# Five gaps, five levels of theory

A BaZrO₃ crystal with its atoms held in place has been calculated at five levels of theory. Each level gives a different band gap, the energy between the highest filled and the lowest empty state. Which row belongs to which level?

Band gaps of cubic perovskite BaZrO3 (Pm-3m, a = 4.205 Å, 5 atoms in the cell), calculated with Ansatz 0.2.0 using DFT with plane waves and PAW. All levels use the same r2SCAN-relaxed geometry, held fixed, and a non-magnetic state. The k mesh is 4×4×4 for HSE06 and PBE0 and 6×6×6 for the others; the plane-wave cutoff is 500 eV for r2SCAN and 420 eV for the others. Candidates: PBE, PBE0, r2SCAN, PBE+SOC, HSE06.

| row | band gap (eV) | least direct gap (eV) |
| --- | --- | --- |
| A | 3.731 | 3.959 |
| B | 4.686 | 4.964 |
| C | 3.217 | 3.424 |
| D | 3.186 | 3.358 |
| E | 5.439 | 5.711 |

The least direct gap, the smallest one between states of the same wave vector, puts the rows in the same order as the band gap. The geometry is common to all five, so none of the differences comes from a change of volume. The rows are read here from the widest gap down.

## The widest gaps: E and B

In BaZrO₃ the zirconium has, formally, given up its four valence electrons. The highest filled states are therefore mainly oxygen 2p and the lowest empty ones mainly zirconium 4d, as is well established for this class of oxide. An electron in a filled state should not repel itself. PBE and r2SCAN cancel this self-repulsion only in part, which pushes the filled states up and is one reason why their gaps come out too small.

The two hybrids, HSE06 and PBE0, replace a quarter of the approximate exchange by exact exchange. This lowers the filled states relative to the empty ones and opens the gap. PBE0 does so at all distances between two electrons, whereas HSE06 keeps exact exchange only at short range. PBE0 should thus have the widest gap of all, which points to E.

How far below it should HSE06 lie? The part of the repulsion in which the two hybrids differ has the form erf(ωr)/r, where r is the distance between two electrons and ω sets where short range ends. In HSE06 ω is roughly 0.11 per bohr, so the change-over takes place at about 1/ω, or 9 bohr. That is more than twice the Zr–O bond length of 2.10 Å. Over the shorter distances that matter most for exchange in a wide-gap insulator, erf(ωr)/r is nearly constant and close to its value at r = 0, which is 2ω/√π.

A constant repulsion makes exact exchange very simple. The exchange operator is built from the filled states alone. With a constant in place of the repulsion, it lowers every filled state by that constant and leaves every empty state where it was. The approximate long-range exchange that PBE0 gives up in return acts on filled and empty states alike, and is taken here to shift both by the same amount.

The gap should then grow by a quarter of the constant:

¼ × 2 × 0.11/√π hartree ≈ 0.031 hartree ≈ 0.84 eV

No gap from the table enters this estimate. It puts HSE06 near 4.6 eV, if E is PBE0. Row B, at 4.686 eV, fits well, while A lies almost another electronvolt lower. B is therefore HSE06.

The computed step from B to E is 0.753 eV, so the estimate is about 12 % too large. One reason is plain: erf(ωr)/r falls with distance, and a constant exaggerates it. The assumption of equal shifts adds an error of its own, whose sign the argument does not fix.

The second column offers a further, limited test of the picture. If long-range exchange lowers all filled states by the same amount, the least direct gap must grow as much as the band gap does. It grows by 0.747 eV, almost exactly the same. At the wave vectors that these two gaps sample, long-range exchange acts much like a rigid shift of the valence top against the conduction bottom.

## The smaller gaps: A, C and D

Three levels remain: PBE, r2SCAN, and PBE with spin–orbit coupling (PBE+SOC). Two of the rows, C and D, differ by only 0.031 eV, while A stands 0.514 eV above the nearer of them. Two of the three levels share a functional and differ only in spin–orbit coupling. The question is whether that coupling could account for half an electronvolt.

Spin–orbit coupling grows steeply with nuclear charge, because it arises where the electron moves fast, close to the nucleus. Oxygen is light and zirconium only moderately heavy, so edges made of O 2p and Zr 4d should move by some hundredths of an electronvolt. Barium is the heaviest atom in the crystal, but it contributes little to either edge. C and D must then be the two PBE rows, and A is r2SCAN.

The place of A also makes sense physically. Besides the density and its gradient, r2SCAN uses the kinetic-energy density, which lets it tell different kinds of bonding apart and makes its potential depend on the orbitals. In oxides this usually widens the gap moderately, by less than a hybrid does. That is general experience with the functional and not something these five numbers could establish.

## The close pair: C or D?

Size alone can't decide between C and D; symmetry can. In a cubic crystal the O 2p states at the valence top and the Zr 4d states at the conduction bottom each form a set of three orbitals of equal energy. Spin–orbit coupling splits such a set and, to first order, leaves its average in place. One branch must rise and another must fall.

The highest filled state belongs to a rising branch and the lowest empty state to a falling one. Both movements narrow the gap, so the row with spin–orbit coupling should be the lower one, D. Its least direct gap is lower too, by 0.066 eV.

The assignments are not all equally secure. The order of the hybrids and the pairing of C with D rest on large differences and on well-understood physics. The order within the pair hangs on a few hundredths of an electronvolt and would be ambiguous without the symmetry argument.

## The labels

The rows with their labels:

| level of theory | band gap (eV) | least direct gap (eV) |
| --- | --- | --- |
| PBE | 3.217 | 3.424 |
| r2SCAN | 3.731 | 3.959 |
| HSE06 | 4.686 | 4.964 |
| PBE+SOC | 3.186 | 3.358 |
| PBE0 | 5.439 | 5.711 |

All five assignments hold. The band edges of the two PBE calculations also show the splitting at work. With spin–orbit coupling the valence top rises by 0.005 eV and the conduction bottom falls by 0.026 eV, if the energy zeros of the two runs are taken as common. Most of this narrowing comes from the zirconium edge. The least direct gap lies at the wave vector of the conduction bottom, and there the valence states must rise by about 0.04 eV to account for the fall of 0.066 eV. That is more than oxygen alone should give. A small share of barium 5p is the likely cause: symmetry lets it mix into valence states at this wave vector but keeps it out of the valence top.

The labelled rows also show where exact exchange does its work. From PBE to PBE0 the gap grows by 2.222 eV, of which 1.469 eV is already there in HSE06. Two thirds of the effect thus comes from the short-range part, which in HSE06 still reaches well beyond a Zr–O bond. The remaining third is the long-range step estimated above.

That last third deserves some caution. The hybrids were run on a coarser mesh of wave vectors than the other levels. Both meshes contain the points where the band edges lie, so neither overlooks an edge. The exchange energy itself is a sum over the mesh, however, and it converges slowly when the repulsion is not screened. The PBE0 gap is therefore likely to be the least settled of the five.

For anyone who needs the band gap of this oxide, the choice of functional matters far more than spin–orbit coupling: the step from PBE to PBE0 is some seventy times the shift that the coupling brings. The r2SCAN and hybrid rows leave that coupling out, but their edges have the same chemical character, so the correction should again be some hundredths of an electronvolt. Which hybrid comes closer to a real sample is a separate question, since a measured optical gap also contains the attraction between electron and hole and the motion of the atoms.

A lead halide perovskite would make a harder puzzle. Its conduction bottom consists largely of lead 6p states, and lead is so heavy that spin–orbit coupling lowers the gap by roughly an electronvolt. PBE and PBE+SOC would no longer stand out as a close pair. The symmetry argument would still give the direction of the shift, but the size of the steps would no longer show which rows belong together.
